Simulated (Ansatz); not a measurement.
# Arsenic, beta-Sn type under RPBE: ground state and equation of state

Aim: take arsenic in the beta-Sn type structure, relax it, solve it on a dense k-mesh, then scale the cell to 7 volumes from 88 to 112 % of the relaxed one and try a fit of the equation of state. Spin polarisation is left out. The k-meshes are 13×13×9 for the relaxation; 18×18×14 for the dense run; 13×13×10 for the volumes.

Method: DFT RPBE, plane waves (420 eV) with PAW, scalar-relativistic; PBE-made PAW files, in Ansatz 0.2.0.

### Step 1. The starting structure

It takes space group I4_1/amd (No. 141, tetragonal). The conventional cell has a = 5.202 Å, b = 5.202 Å, c = 2.840 Å, α = 90.00°, β = 90.00°, γ = 90.00°. As (site symmetry -4m2) has 6 As at 2.70 to 2.84 Å as nearest neighbours.

Coordinates:

```
CELL_PARAMETERS angstrom
-2.60104 2.60104 1.42017
2.60104 -2.60104 1.42017
2.60104 2.60104 -1.42017
ATOMIC_POSITIONS crystal
As 0.00000 0.00000 0.00000
As 0.75000 0.25000 0.50000
```

### Step 2. Relaxing cell and atoms

File input.yaml:

```yaml
crystal:
  lattice:
    - [-2.601037212, 2.601037212, 1.4201663178]
    - [2.601037212, -2.601037212, 1.4201663178]
    - [2.601037212, 2.601037212, -1.4201663178]
  atoms:
    - { symbol: As, position: [0.0, 0.0, 0.0] }
    - { symbol: As, position: [0.75, 0.25, 0.5] }
hamiltonian:
  xc: rpbe
  pseudopotentials:
    kind: paw
    azcp:
      As: "pseudopotentials/As.paw.azcp"
basis:
  ecutwfc: 420
  fft_grid_basis: typed
kpoints:
  mp_grid: { grid: [13, 13, 9], shift: [0, 0, 0] }
magnetization:
  spin_polarized: false
scf:
  occupations: { method: fermi_dirac, width: 0.1 }
relax:
  max_steps: 60
  f_tol: 0.01
  cell: {}
```

The runs that follow: Dense single point; Volume × 0.88; Volume × 0.92; Volume × 0.96; Volume × 1.0; Volume × 1.04; Volume × 1.08; Volume × 1.12.

Before running it: what results should come out? Wanted: space group; conventional cell; volume; shortest distance; gap on the mesh; relative to grey arsenic; V₀, B₀, B₀′.

**Answer**, as computed:

```
                      quantity                                   value
space group (spins left aside)                           Cmcm (No. 63)
             conventional cell  a = 2.876 Å, b = 13.991 Å, c = 3.615 Å
                        volume                          36.373 Å³/atom
             shortest distance                                 2.487 Å
               gap on the mesh            none (levels filled in part)
 relative to grey arsenic (A7)                           +141 meV/atom
                   V₀, B₀, B₀′             36.365 Å³/atom, 39 GPa, 4.3
```

What this shows: The relaxation enlarged the cell by 89.3 % in volume. What began as beta-Sn type has relaxed into Cmcm. What follows belongs to that structure, not to the type named at the start. The mesh has less symmetry than the lattice, which may have let the distortion in. It lies 141 meV/atom above the element's reference form at the same level (grey arsenic (A7), from a run of its own). No gap shows: it is a metal or semimetal at this level. B₀ comes out at 39 GPa; letting shape and positions relax at each volume could only lower it.
